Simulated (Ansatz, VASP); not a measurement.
# Pb in VASP and in Ansatz

```
Pb
1.0
    -1.97966    1.97966    1.97966
     1.97966   -1.97966    1.97966
     1.97966    1.97966   -1.97966
Pb
1
Direct
  0.00000 0.00000 0.00000
```

This isn't the form of Pb at room conditions, which is fcc.

Alike in both runs: functional LDA; k mesh 5 × 5 × 5; occupations fermi-dirac, width 0.05 eV; no spin polarisation.

|  | VASP | Ansatz |
| --- | --- | --- |
| version | VASP 6.6.1 | Ansatz 0.2.0 |
| potentials or method | VASP PAW LDA potentials, release 64 (Pb_d) | Ansatz PAW |
| plane-wave cutoff (eV) | 520 | 420 |
| valence electrons in the cell | 14 | 14 |
| task | single point | band structure |

|  | VASP | Ansatz | Ansatz less VASP |
| --- | --- | --- | --- |
| gap on the k mesh at the Fermi level (eV) | none | none | - |
| pressure (GPa) | -1.4 | -1.4 | -0.06 |

A gap of «none» marks a metal or a gap that the smearing closes.

Caveats: the k mesh is coarse (spacing up to 0.45 Å⁻¹), so the values aren't converged; spin-orbit coupling is left out, which moves the levels of the heavy elements (Ansatz); the PAW data sets come from PBE, with cores solved anew for the run's functional, which leaves a small shift of forces and pressure (Ansatz). The runs have no spin-orbit coupling, so splittings on Pb are missing.
